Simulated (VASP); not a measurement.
Wanted: the native input for a VASP 6.6.1 run.

* Task: band structure
* Functional: PBE
* Potentials or basis: VASP PAW PBE potentials, release 64 (K_sv, Br)
* Cutoff: 520 eV
* k mesh: 4 × 4 × 4
* Occupations: gaussian, width 0.03 eV
* Spin: no spin polarisation
* Grid for exact exchange (PRECFOCK): Fast
* Further INCAR settings: ALGO = Normal; EDIFF = 1e-06

The structure of KBr lies in POSCAR:

```
KBr                                     
1.0
    0.0000000000      3.2798924861      3.2798924861
    3.2798924861      0.0000000000      3.2798924861
    3.2798924861      3.2798924861      0.0000000000
  K               Br            
     1     1
Direct
     0.0000000000000000    0.0000000000000000    0.0000000000000000
     0.5000000000000000    0.5000000000000000    0.5000000000000000
```

The input as run:

INCAR

```
SYSTEM = KBr
PREC = Accurate
ENCUT = 520
EDIFF = 1E-6
ISMEAR = 0
SIGMA = 0.03
LREAL = .FALSE.
LASPH = .TRUE.
NELM = 80
ALGO = Normal
ISIF = 2
LWAVE = .FALSE.
LCHARG = .FALSE.
GGA = PE
KPAR = 4
```

KPOINTS

```
Automatic mesh
0
G
  4 4 4
  0 0 0
```

KPOINTS_OPT

```
explicit points
6
Reciprocal
 0.0000000000  0.0000000000  0.0000000000 1
 0.3750000000  0.3750000000  0.7500000000 1
 0.5000000000  0.5000000000  0.5000000000 1
 0.6250000000  0.2500000000  0.6250000000 1
 0.5000000000  0.2500000000  0.7500000000 1
 0.5000000000  0.0000000000  0.5000000000 1
```

Potentials or basis: VASP PAW PBE potentials, release 64 (K_sv, Br).

Command:

```sh
$ cat potpaw_PBE.64/K_sv/POTCAR potpaw_PBE.64/Br/POTCAR > POTCAR
$ mpirun -np 4 vasp_std > vasp.out
```

It gave:

The pressure is 1.1 GPa, the band gap on the k mesh is 4.48 eV, direct and the band gap along the path is 4.48 eV, direct.

Run time: 11 s on 4 MPI ranks on Intel(R) Xeon(R) Platinum 8259CL CPU @ 2.50GHz (Skylake/Cascade Lake) (shared host), peak memory 0.2 GiB a rank.
